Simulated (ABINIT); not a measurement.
# Ta (P6_3/mmc) in ABINIT: convergence with k mesh

Aim: find how far k mesh must go before the results for Ta settle, at PBE. This setting moves, with any that are tied to it; all else stays.

Program: ABINIT 10.8.3 (patched build). These are calculated values, not measurements. Logs are shortened: lines on timing, memory, paths and dates and some standing lists are left out, and cuts for length are marked. The log counts tension as positive stress, the text compression.

### Step 1. The crystal as given

It takes space group P6_3/mmc (No. 194, hexagonal). Conventional cell: a = 2.900 Å, b = 2.900 Å, c = 5.166 Å, α = 90.00°, β = 90.00°, γ = 120.00°. Around Ta (site symmetry -6m2) lie 12 Ta at 2.90 to 3.08 Å.

This isn't the form of Ta at room conditions, which is bcc.

### Step 2. With k mesh 2 × 2 × 1

Input file run.abi:

```
# Pseudopotentials
pp_dirpath "./"
pseudos "Ta_ONCV_PBE-1.2.upf"

# Structure
acell 3*1.0
rprim
     5.4809088767     0.0000000000     0.0000000000
    -2.7404544384     4.7466063231     0.0000000000
     0.0000000000     0.0000000000     9.7628429448
ntypat 1
znucl 73
natom 2
typat 1 1
xred
     0.3333333333     0.6666666667     0.2500000000
     0.6666666667     0.3333333333     0.7500000000

# Plane-wave basis
ecut 26.0

# k points
kptopt 1
ngkpt 2 2 1
nshiftk 1
shiftk 0.0 0.0 0.0

# Exchange and correlation
ixc 11

# Bands and occupations
nband 33
occopt 6
tsmear 0.00183747

# SCF cycle
nstep 100
tolvrs 1.0e-10

# Output
iomode 3
prtwf 0
prtden 0
prteig 0
prtebands 0
enunit 2
prtvol 2
```

Potentials or basis: SG15 NC PBE v1.2.

Command:

```bash
$ abinit run.abi > log 2>&1
```

run.abo:

```text
.Version 10.8.3 of ABINIT
 Symmetries : space group P6_3/m m c (#194); Bravais hP (primitive hexag.)
================================================================================
 Values of the parameters that define the memory need of the present run
     intxc =       0    ionmov =       0      iscf =       7    lmnmax =       8
     lnmax =       8     mgfft =      48  mpssoang =       4    mqgrid =    3001
     natom =       2  nloc_mem =       1    nspden =       1   nspinor =       1
    nsppol =       1      nsym =      24    n1xccc =       0    ntypat =       1
    occopt =       6   xclevel =       2
       mpw =         810          nfft =       34992          nkpt =           2
================================================================================
================================================================================

--------------------------------------------------------------------------------
------------- Echo of variables that govern the present computation ------------
--------------------------------------------------------------------------------
 -outvars: echo values of preprocessed input variables --------
            acell      1.0000000000E+00  1.0000000000E+00  1.0000000000E+00 Bohr
              amu      1.80947900E+02
             ecut      2.60000000E+01 Hartree
           enunit           2
              ixc          11
         kptrlatt        2    0    0      0    2    0      0    0    1
          kptrlen      9.76284294E+00
            natom           2
            nband          33
            ngfft          27      27      48
             nkpt           2
            nstep         100
             nsym          24
           ntypat           1
[... 190 lines left out ...]
  15.72775
 kpt#   2, nband= 33, wtk=  0.75000, kpt=  0.5000  0.0000  0.0000 (reduced coord)
 -57.12701  -57.10847  -24.28251  -24.17573  -23.54693  -23.54117  -23.39923  -23.29449
  -9.01741   -9.01618   -8.97640   -8.97620   -8.88316   -8.86473   -8.85030   -8.84265
  -8.82538   -8.80936   -8.80893   -8.77767   -8.76536   -8.76070    6.58447    6.72526
   7.42636   10.27296   10.33123   11.14792   11.54681   16.09781   16.81075   17.09710
  17.49575
 Total charge density [el/Bohr^3]
)     Maximum=    1.7009E+00  at reduced coord.    0.6667    0.3333    0.8542
)Next maximum=    1.7009E+00  at reduced coord.    0.6667    0.3333    0.6458
)     Minimum=    2.8156E-02  at reduced coord.    0.0000    0.0000    0.0000
)Next minimum=    2.8156E-02  at reduced coord.    0.0000    0.0000    0.5000
   Integrated=    5.4000E+01

--- !EnergyTerms
iteration_state     : {dtset: 1, }
comment             : Components of total free energy in Hartree
kinetic             :  1.98415397274773E+02
hartree             :  1.01468144406484E+02
xc                  : -4.05164567494882E+01
Ewald energy        : -4.18405632224786E+02
psp_core            :  3.58096065466767E+01
local_psp           : -2.68457776862961E+02
non_local_psp       : -1.04968528327328E+02
internal            : -4.96655245936628E+02
'-kT*entropy'       : -1.11685897843578E-04
total_energy        : -4.96655357622526E+02
total_energy_eV     : -1.35146807674024E+04
band_energy         : -2.49249201283773E+01
...

 Cartesian components of stress tensor (hartree/bohr^3)
  sigma(1 1)=  8.05347763E-04  sigma(3 2)=  0.00000000E+00
  sigma(2 2)=  8.05347760E-04  sigma(3 1)=  0.00000000E+00
  sigma(3 3)= -1.52479458E-03  sigma(2 1)=  1.49364794E-12

-Cartesian components of stress tensor (GPa)         [Pressure= -8.4243E-01 GPa]
- sigma(1 1)=  2.36941492E+01  sigma(3 2)=  0.00000000E+00
- sigma(2 2)=  2.36941491E+01  sigma(3 1)=  0.00000000E+00
- sigma(3 3)= -4.48610052E+01  sigma(2 1)=  4.39446395E-08

== END DATASET(S) ==============================================================
================================================================================

 -outvars: echo values of variables after computation  --------
            acell      1.0000000000E+00  1.0000000000E+00  1.0000000000E+00 Bohr
           etotal     -4.9665535762E+02
            fcart      1.7194699808E-28  4.2545848128E-29 -0.0000000000E+00
                      -1.7194699808E-28 -4.2545848128E-29 -0.0000000000E+00
            rprim      5.4809088767E+00  0.0000000000E+00  0.0000000000E+00
                      -2.7404544384E+00  4.7466063231E+00  0.0000000000E+00
                       0.0000000000E+00  0.0000000000E+00  9.7628429448E+00
           strten      8.0534776299E-04  8.0534776000E-04 -1.5247945761E-03
                       0.0000000000E+00  0.0000000000E+00  1.4936479370E-12
           xangst     -1.7639508654E-11  1.6745305957E+00  1.2915684991E+00
                       1.4501860353E+00  8.3726529787E-01  3.8747054974E+00
             xred      3.3333333333E-01  6.6666666667E-01  2.5000000000E-01
                       6.6666666667E-01  3.3333333333E-01  7.5000000000E-01
 Calculation completed.
```

Wall time 2.7 s (1 thread of Arm Neoverse V2, shared host); peak memory 0.06 GiB.

What came out:

* Free energy: -13514.6808 eV
* Pressure: -0.8 GPa
* Band gap on the k mesh: none (metal or under the smearing width)
* Valence electrons inside the program's atomic spheres: Ta 23.00 (radii [1.0584] Å)

### Step 3. With k mesh 3 × 3 × 2

Changes to run.abi since step 2:

```diff
@@ -23,3 +23,3 @@
 kptopt 1
-ngkpt 2 2 1
+ngkpt 3 3 2
 nshiftk 1
```

Potentials or basis: SG15 NC PBE v1.2.

Command:

```bash
$ abinit run.abi > log 2>&1
```

Run time: 9.2 s. Hardware: 1 thread of Arm Neoverse V2, shared host; peak memory 0.06 GiB.

The run converged. Its results:

```
Free energy                                           : -13514.0347 eV
Pressure                                              : 0.9 GPa
Band gap on the k mesh                                : none (metal or under the smearing width)
Valence electrons inside the program's atomic spheres : Ta 23.04 (radii [1.0584] Å)
```

### Step 4. With k mesh 5 × 5 × 2

Changes to run.abi since step 3:

```diff
@@ -23,3 +23,3 @@
 kptopt 1
-ngkpt 3 3 2
+ngkpt 5 5 2
 nshiftk 1
```

Command:

```bash
$ abinit run.abi > log 2>&1
```

Run time: 17 s. Hardware: 1 thread of Arm Neoverse V2, shared host; peak memory 0.06 GiB.

Results (log left out):

- Free energy: -13514.2486 eV
- Pressure: 1.5 GPa
- Band gap on the k mesh: none (metal or under the smearing width)
- Valence electrons inside the program's atomic spheres: Ta 23.04 (radii [1.0584] Å)

### Step 5. With k mesh 7 × 7 × 3

Changes to run.abi since step 4:

```diff
@@ -23,3 +23,3 @@
 kptopt 1
-ngkpt 5 5 2
+ngkpt 7 7 3
 nshiftk 1
```

Command:

```bash
$ abinit run.abi > log 2>&1
```

Run time: 24 s. Hardware: 1 thread of Arm Neoverse V2, shared host; peak memory 0.07 GiB.

It converged, with:

| Property | Result |
| --- | --- |
| Free energy | -13514.2988 eV |
| Pressure | -0.2 GPa |
| Band gap on the k mesh | none (metal or under the smearing width) |
| Valence electrons inside the program's atomic spheres | Ta 23.05 (radii [1.0584] Å) |

### Step 6. With k mesh 8 × 8 × 4

Changes to run.abi since step 5:

```diff
@@ -23,3 +23,3 @@
 kptopt 1
-ngkpt 7 7 3
+ngkpt 8 8 4
 nshiftk 1
@@ -46,2 +46 @@
 enunit 2
-prtvol 2
```

Potentials or basis: SG15 NC PBE v1.2.

Command:

```bash
$ abinit run.abi > log 2>&1
```

Wall time 48 s (1 thread of Arm Neoverse V2, shared host); peak memory 0.08 GiB.

The run converged. Its results:

* Free energy: -13514.3432 eV
* Pressure: -0.4 GPa
* Band gap on the k mesh: none (metal or under the smearing width)
* Valence electrons inside the program's atomic spheres: Ta 23.05 (radii [1.0584] Å)

### Step 7. With k mesh 10 × 10 × 4

Changes to run.abi since step 6:

```diff
@@ -23,3 +23,3 @@
 kptopt 1
-ngkpt 8 8 4
+ngkpt 10 10 4
 nshiftk 1
```

Command:

```bash
$ abinit run.abi > log 2>&1
```

Wall time 63 s (1 thread of Arm Neoverse V2, shared host); peak memory 0.09 GiB.

Results (log left out):

```yaml
Free_energy: -13514.3225 eV
Pressure: -0.6 GPa
Band_gap_on_the_k_mesh: none (metal or under the smearing width)
Valence_electrons_inside_the_program's_atomic_spheres: Ta 23.05 (radii [1.0584] Å)
```

### Step 8. With k mesh 12 × 12 × 5

Changes to run.abi since step 7:

```diff
@@ -23,3 +23,3 @@
 kptopt 1
-ngkpt 10 10 4
+ngkpt 12 12 5
 nshiftk 1
```

Command:

```bash
$ abinit run.abi > log 2>&1
```

It took 87 s on 1 thread of Arm Neoverse V2, shared host; peak memory 0.1 GiB.

It converged, with:

```
Free energy                                           : -13514.3293 eV
Pressure                                              : -1.0 GPa
Band gap on the k mesh                                : none (metal or under the smearing width)
Valence electrons inside the program's atomic spheres : Ta 23.05 (radii [1.0584] Å)
```

### Step 9. With k mesh 14 × 14 × 6

Changes to run.abi since step 8:

```diff
@@ -23,3 +23,3 @@
 kptopt 1
-ngkpt 12 12 5
+ngkpt 14 14 6
 nshiftk 1
```

Potentials or basis: SG15 NC PBE v1.2.

Command:

```bash
$ abinit run.abi > log 2>&1
```

Wall time 2.4 min (1 thread of Arm Neoverse V2, shared host); peak memory 0.13 GiB.

Results (log left out):

```
Free energy                                           : -13514.3194 eV
Pressure                                              : -0.4 GPa
Band gap on the k mesh                                : none (metal or under the smearing width)
Valence electrons inside the program's atomic spheres : Ta 23.05 (radii [1.0584] Å)
```

### Step 10. With k mesh 16 × 16 × 8

Changes to run.abi since step 9:

```diff
@@ -23,3 +23,3 @@
 kptopt 1
-ngkpt 14 14 6
+ngkpt 16 16 8
 nshiftk 1
```

Command:

```bash
$ abinit run.abi > log 2>&1
```

Run time: 3.7 min. Hardware: 1 thread of Arm Neoverse V2, shared host; peak memory 0.18 GiB.

Results (log left out):

```yaml
Free_energy: -13514.3166 eV
Pressure: -0.3 GPa
Band_gap_on_the_k_mesh: none (metal or under the smearing width)
Valence_electrons_inside_the_program's_atomic_spheres: Ta 23.05 (radii [1.0584] Å)
```

### Step 11. The series at a glance

| k mesh | energy less the tightest run (meV/atom) | pressure (GPa) | SCF cycles | CPU time (s) | peak memory (GiB) |
| --- | --- | --- | --- | --- | --- |
| 2 × 2 × 1 | -182.11 | -0.84 | 10 | 2.7 | 0.06 |
| 3 × 3 × 2 | 140.92 | 0.94 | 9 | 9.2 | 0.06 |
| 5 × 5 × 2 | 33.98 | 1.52 | 10 | 17 | 0.06 |
| 7 × 7 × 3 | 8.90 | -0.19 | 8 | 24 | 0.07 |
| 8 × 8 × 4 | -13.32 | -0.38 | 9 | 48 | 0.08 |
| 10 × 10 × 4 | -2.97 | -0.58 | 8 | 63 | 0.09 |
| 12 × 12 × 5 | -6.36 | -1.00 | 8 | 87 | 0.1 |
| 14 × 14 × 6 | -1.45 | -0.41 | 8 | 140 | 0.13 |
| 16 × 16 × 8 | 0.00 | -0.31 | 8 | 220 | 0.18 |

Not settled before the last step: the energy (to 1 meV/atom), the pressure (to 0.1 GPa). Meshes of other sizes hit other points, so gaps and Fermi surfaces needn't settle smoothly. The tightest run that finished is the yardstick and may itself not be fully converged.
